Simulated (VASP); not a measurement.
A run of VASP 6.6.1 is set up as follows.

File INCAR:

```
SYSTEM = Mg
PREC = Accurate
ENCUT = 600
EDIFF = 1E-7
ISMEAR = -1
SIGMA = 0.05
LREAL = .FALSE.
LASPH = .TRUE.
NELM = 100
ALGO = Normal
ISIF = 3
LWAVE = .FALSE.
LCHARG = .FALSE.
GGA = 91
IBRION = 2
NSW = 40
EDIFFG = -0.005
```

File KPOINTS:

```
Automatic mesh
0
G
  7 7 7
  0 0 0
```

File POSCAR:

```
Mg
1.0
    0.0000000000      3.4835000000      3.4835000000
    3.4835000000      0.0000000000      3.4835000000
    3.4835000000      3.4835000000      0.0000000000
Mg
3
Direct
    0.0000000000      0.0000000000      0.0000000000
    0.2500000000      0.2500000000      0.2500000000
    0.7500000000      0.7500000000      0.7500000000
```

Potentials or basis: VASP PAW PBE potentials, release 64 (Mg).

Launch:

```bash
$ cat potpaw_PBE.64/Mg/POTCAR > POTCAR
$ mpirun -np 1 vasp_std > vasp.out
```

(1) Predict the space group after relaxing (to 0.05 Å).

(2) What does it give for the band gap on the k mesh?

(3) Estimate the relaxed cell.

(4) Predict the relaxed volume.

Answers

(1) Fm-3m (No. 225).

(2) none (metal or under the smearing width).

(3) a = 4.924 Å, b = 4.924 Å, c = 4.924 Å, α = 60.00°, β = 60.00°, γ = 60.00°.

(4) 28.14 Å³/atom.

Caveat: the PAW data sets were made with another functional, which shifts forces and pressure a little.
